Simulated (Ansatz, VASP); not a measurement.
One calculation of Ag, two programs

```
Ag
1.0
     0.00000    2.03652    2.03652
     2.03652    0.00000    2.03652
     2.03652    2.03652    0.00000
Ag
1
Direct
  0.00000 0.00000 0.00000
```

Alike in both runs: functional PBE; dispersion D3(BJ); k mesh 18 × 18 × 18; occupations gaussian, width 0.1 eV; no spin polarisation.

Ansatz relaxed the structure, and its values are those at the end. VASP's run is a single point on that final structure, the one shown.

|  | VASP | Ansatz |
| --- | --- | --- |
| version | VASP 6.6.1 | Ansatz 0.2.0 |
| potentials or method | VASP PAW PBE potentials, release 64 (Ag) | scalar-relativistic, plane waves, PAW |
| plane-wave cutoff (eV) | 520 | 420 |
| valence electrons in the cell | 11 | 19 |

VASP gave:

| Quantity | Value |
| --- | --- |
| gap on the k mesh at the Fermi level (eV) | none |
| pressure (GPa) | -0.2 |

Question: Which values does Ansatz return?

Answer: gap on the k mesh at the Fermi level (eV): none; pressure (GPa): 0.0.

A gap of «none» marks a metal or a gap that the smearing closes. The two sets of potentials don't hold the same shells in valence.

Caveats: pairwise dispersion overbinds metals, which lowers pressure and volume.
